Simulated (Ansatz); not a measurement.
System: rutile RuO2. Method: PBE (plane waves, PAW; Ansatz, an electronic-structure program).

Numerical settings: plane-wave cutoff 500 eV, 14×8×1 k mesh (along the axes of the cell as run), Fermi–Dirac smearing 0.05 eV, scalar-relativistic PAW data made under PBE.

Problem. Give the computed surface energy of the (110) face and work function of the (110) face.

Solution. 
- surface energy of the (110) face: 1.09 J/m²
- work function of the (110) face: 5.44 eV

The slab of 24 atoms is relaxed and unreconstructed.

Computed values are for the static lattice.

Computing time: about 50 core-minutes (a rough figure).
